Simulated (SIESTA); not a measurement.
MoP under changes of volume

One of the cells (14.353 Å³/atom); the others are scaled copies at fixed shape and fractional positions:

```
Mo P
1.0
     3.22300    0.00000    0.00000
    -1.61150    2.79120    0.00000
     0.00000    0.00000    3.19100
Mo P
1 1
Direct
  0.00000 0.00000 0.00000
  0.33333 0.66667 0.50000
```

* Program: SIESTA 5.4.2
* Functional: PBE
* Potentials or basis: PseudoDojo 0.4 standard (PBE files)
* Basis: DZP (energy shift 0.01 Ry)
* Grid cutoff: 800 Ry
* Energy shift: 0.01 Ry
* k mesh: 10 × 10 × 8
* Occupations: fermi-dirac, width 0.05 eV
* Spin: no spin polarisation

| volume (Å³/atom) | energy over the lowest point (meV/atom) | pressure (GPa) |
| --- | --- | --- |
| 13.492 | 58.00 | 19.8 |
| 13.779 | 28.35 | 13.5 |
| 14.066 | 9.55 | 7.7 |
| 14.353 | 0.42 | 2.6 |
| 14.640 | 0.00 | -2.0 |
| 14.927 | ? | ? |
| 15.214 | 21.37 | -9.7 |

Q: What does the run at 14.927 Å³/atom give?

A: Energy over the lowest point 7.25 meV/atom; pressure -6.0 GPa.

Worked out: A Birch-Murnaghan fit of order 3 (a polynomial in V^(-2/3)) to the other rows has its minimum at 14.51 Å³/atom with B0 = V·E''(V) = 229 GPa and B' = 4.8 at fixed shape and positions, which overstates the stiffness. It gives 7.24 meV/atom at 14.927 Å³/atom, against the run's 7.25, and -dE/dV = -6.0 GPa, against -6.0.

Energies are extrapolated to zero smearing.

Caveats: semicore shells carry a single zeta, which can move pressures by several GPa and volumes by a few percent; the basis of atomic orbitals isn't converged, which shifts pressures, moduli and gaps.
